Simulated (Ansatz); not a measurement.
# Ideal shear of a crystal plane in Ru

The calculation used Ansatz, DFT PBE, scalar-relativistic, plane waves, PAW. Settings: plane waves to 420 eV, k-mesh 21×14×7 (Γ-centred), Gaussian smearing 0.15 eV. No spin polarisation. Energies are free energies at this smearing, counted from the undisturbed cell; pressure is positive in compression.

The starting cell (relaxed at this level):

```yaml
crystal:
  lattice:
    - [1.36001, -2.35561, 0.00000]
    - [0.00000, 0.00000, -4.29677]
    - [8.16008, 4.71122, 0.00000]
  atoms:
    - { symbol: Ru, position: [0.50000, 0.75000, 0.83333] }
    - { symbol: Ru, position: [0.00000, 0.75000, 0.08333] }
    - { symbol: Ru, position: [0.50000, 0.75000, 0.33333] }
    - { symbol: Ru, position: [0.00000, 0.75000, 0.58333] }
    - { symbol: Ru, position: [0.00000, 0.25000, 0.91667] }
    - { symbol: Ru, position: [0.50000, 0.25000, 0.16667] }
    - { symbol: Ru, position: [0.00000, 0.25000, 0.41667] }
    - { symbol: Ru, position: [0.50000, 0.25000, 0.66667] }
```

The cut lies on the cell's a–b face, a (1 0 0) plane (indices in the standard cell, whose axes needn't be the Cartesian ones shown) of area 11.69 Å², between layers 1.57 Å apart. Vector c is tilted by f times 1·a − 1·b (length 5.085 Å) with the atoms' Cartesian places fixed: one unrelaxed fault a cell. The traction is dγ/du, the slope of γ against the slip u in Å. Some rows repeat others by symmetry and weren't run.

```csv
f,γ (mJ/m²),traction (GPa)
0.0000,0,0.0
0.0833,705,30.9
0.1667,2297,39.3
0.2500,3830,34.4
0.3333,5170,27.1
0.5000,6292,0.0
0.6667,5170,-27.1
0.8333,2297,-39.3
```

Task: Read off the first barrier and the stress needed to climb it, and compare with Frenkel's sinusoid.

Result: The first sampled maximum lies at f = 0.500, a slip of 2.54 Å, with γ ≈ 6292 mJ/m², which stands in for the unstable fault energy γ_us, and the steepest sampled slope before it is 39.3 GPa. A sinusoid γ = γ_us sin²(πu/λ) with its maximum there has λ = 5.09 Å and a largest slope πγ_us/λ = 38.9 GPa (1 mJ/m² per Å = 0.01 GPa).

Task: Is there a metastable fault on this line?

Result: Apart from points where γ returns to about zero, no local minimum shows among the samples, so at this sampling the line offers no fault for a dislocation to split on; a fault can still lie off the line.

The cut is rigid; relaxing the faces lowers these energies and usually the stresses.

In a metal these slopes depend on the k mesh and the smearing.

Cost: 6 runs of about 21 core-minutes in all, on Intel Xeon Platinum 8488C (Sapphire Rapids) (shared hosts).